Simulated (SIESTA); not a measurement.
TiPt3:

```
CELL_PARAMETERS angstrom
3.89700 0.00000 0.00000
0.00000 3.89700 0.00000
0.00000 0.00000 3.89700
ATOMIC_POSITIONS crystal
Pt 0.50000 0.50000 0.00000
Pt 0.50000 0.00000 0.50000
Pt 0.00000 0.50000 0.50000
Ti 0.00000 0.00000 0.00000
```

Base run:

* Program: SIESTA 5.4.2
* Functional: PBEsol
* Potentials or basis: PseudoDojo 0.4 standard (PBEsol files)
* Basis: DZP (energy shift 0.003 Ry; two zetas on semicore shells)
* Grid cutoff: 800 Ry
* Energy shift: 0.003 Ry
* k mesh: 7 × 7 × 7
* Occupations: fermi-dirac, width 0.05 eV
* Spin: no spin polarisation

Its results: band gap on the k mesh none (metal or under the smearing width); pressure 2.4 GPa.

The run is repeated on the same cell with these changes: functional from PBEsol to LDA; potentials or basis from PseudoDojo 0.4 standard (PBEsol files) to PseudoDojo 0.4 standard (LDA files). What comes out?

Band gap on the k mesh none (metal or under the smearing width); pressure -2.9 GPa.

Caveats: short orbitals over semicore shells can move pressures by several GPa; the basis of atomic orbitals isn't converged, which shifts pressures, moduli and gaps.

Not every run made on this cell is shown here.
